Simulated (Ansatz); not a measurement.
Set up this calculation in Ansatz 0.2.0, as the native input.

```
Task                                : band structure
Functional                          : BLYP
Potentials or basis                 : Ansatz PAW
Cutoff                              : 420 eV (not typed: the program's choice for these potentials)
k mesh                              : 8 × 8 × 8
Occupations                         : fermi-dirac, width 0.05 eV
Spin                                : no spin polarisation
Path                                : [["G", "X", "W", "K", "G", "L", "U", "W", "L", "K"], ["U", "X"]]
Points for each segment of the path : 14
```

The system is GaAs.

```
As Ga
1.0
     0.00000    2.82685    2.82685
     2.82685    0.00000    2.82685
     2.82685    2.82685    0.00000
As Ga
1 1
Direct
  0.75000 0.75000 0.75000
  0.00000 0.00000 0.00000
```

One way to write it, as run:

input.yaml

```yaml
crystal:
  lattice:
    - [0.0, 2.82685, 2.82685]
    - [2.82685, 0.0, 2.82685]
    - [2.82685, 2.82685, 0.0]
  atoms:
    - { symbol: As, position: [0.75, 0.75, 0.75] }
    - { symbol: Ga, position: [0.0, 0.0, 0.0] }
hamiltonian:
  xc: blyp
  pseudopotentials: { kind: paw }
kpoints:
  mp_grid: { grid: [8, 8, 8] }
  band_path:
    path:
      - [[0.0, 0.0, 0.0], [0.5, 0.0, 0.5], [0.5, 0.25, 0.75], [0.375, 0.375, 0.75], [0.0, 0.0, 0.0], [0.5, 0.5, 0.5], [0.625, 0.25, 0.625], [0.5, 0.25, 0.75], [0.5, 0.5, 0.5], [0.375, 0.375, 0.75]]
      - [[0.625, 0.25, 0.625], [0.5, 0.0, 0.5]]
    npoints: 14
scf:
  occupations: { method: fermi_dirac, width: 0.05 }
  n_extra_bands: 6
output:
  forces: true
  stress: true
  eigenvalues: true
  fatbands: false
  write_density: true
  write_potential: true
  elf: true
  volumetric_format: npy
```

Potentials or basis: Ansatz PAW.

Launch:

```bash
$ ansatz run input.yaml --threads 2 --pin off --max-ram 5632MiB --backend cpu --events-out ev --progress --plain --runs-dir out
```

Results of the run:

- Pressure: 6.8 GPa
- Band gap on the k mesh: 0.35 eV, direct
- Band gap along the path: 0.35 eV, direct

Caveat: the PAW data sets come from PBE, with cores solved anew for the run's functional, which leaves a small shift of forces and pressure.

It took 8.6 s on 2 threads of Intel(R) Xeon(R) Processor @ 2.50GHz (Skylake/Cascade Lake), on a shared host, peak memory 0.37 GiB.
